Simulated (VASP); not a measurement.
Input of a VASP 6.6.1 run:

File INCAR:

```
PREC = Accurate
ENCUT = 520
EDIFF = 1E-6
ISMEAR = 0
SIGMA = 0.05
LREAL = False
LASPH = True
NELM = 80
ALGO = Normal
ISIF = 2
LWAVE = False
LCHARG = False
GGA = PE
IVDW = 12
IBRION = 2
NSW = 60
EDIFFG = -0.01
KPAR = 2
```

KPOINTS

```
regular mesh
0
Gamma
  10 10 6
```

POSCAR

```
SnS2
1.0
    3.6390000000      0.0000000000      0.0000000000
   -1.8195000000      3.1514664400      0.0000000000
    0.0000000000      0.0000000000      5.6743560000
Sn S
1 2
Direct
    0.0000000000      0.0000000000      0.0000000000
    0.3333333300      0.6666666700      0.2585315400
    0.6666666700      0.3333333300      0.7414684600
```

Potentials or basis: VASP PAW PBE potentials, release 64 (Sn_d, S).

Run with:

```console
$ cat potpaw_PBE.64/Sn_d/POTCAR potpaw_PBE.64/S/POTCAR > POTCAR
$ mpirun -np 2 vasp_std > vasp.out
```

(1) Predict the band gap on the k mesh.

(2) What does it give for the energy gained by relaxing?

(3) Predict the dispersion energy per atom.

Results:

(1) 1.18 eV, indirect (least direct gap 1.76 eV).

(2) 0.9 meV/atom.

(3) -0.343 eV.

Caveat: spin-orbit coupling is left out, which moves the levels of the heavy elements.
